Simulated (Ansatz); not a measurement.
TiSe2, DFT, PBEsol, all-electron LAPW, scalar-relativistic (Ansatz 0.2.0), run on 1 thread of AMD EPYC 9R45 96-Core Processor (Zen 5) on a shared host.

The cell is COD entry 1548816, which may be a prediction rather than a measurement; nothing was relaxed. The listed cell was then made from it by scaling, straining or moving an atom.

Command: `ansatz run input.yaml --threads 1 --pin off --max-ram 6144MiB --backend cpu --events-out ev --progress --plain --runs-dir out`

```yaml
crystal:
  lattice:
    - [3.5122695358, 0.0, 0.0]
    - [-1.7561347679, 3.041714643, 0.0]
    - [0.0, 0.0, 5.9637034838]
  atoms:
    - { symbol: Ti, position: [0.0, 0.0, 0.0] }
    - { symbol: Se, position: [0.3333333333, 0.6666666667, 0.2552] }
    - { symbol: Se, position: [0.6666666667, 0.3333333333, 0.7448] }
kpoints:
  mp_grid: { grid: [12, 12, 6] }
  band_path:
    path:
      - [0.0, 0.0, 0.0]
      - [0.5, 0.0, 0.0]
      - [0.3333333333, 0.3333333333, 0.0]
      - [0.0, 0.0, 0.0]
      - [0.0, 0.0, 0.5]
      - [0.5, 0.0, 0.5]
      - [0.3333333333, 0.3333333333, 0.5]
      - [0.0, 0.0, 0.5]
      - [0.5, 0.0, 0.5]
    npoints: 5
scf:
  occupations: { method: fermi_dirac, width: 0.03 }
hamiltonian:
  xc: pbesol
  pseudopotentials: { kind: all_electron, lapw: { basis_error: 0.001 } }
output:
  forces: true
  stress: true
  eigenvalues: true
```

Problem. How large is the problem that the program sets up?

Solution. 100 irreducible k-points, 665 plane waves at Γ, 36 bands.

Problem. About how long does it take, and how much memory does it use?

Solution. 16 s of wall time for 8 SCF iterations, with a peak of 0.69 GiB. Times on shared machines scatter by tens of per cent.
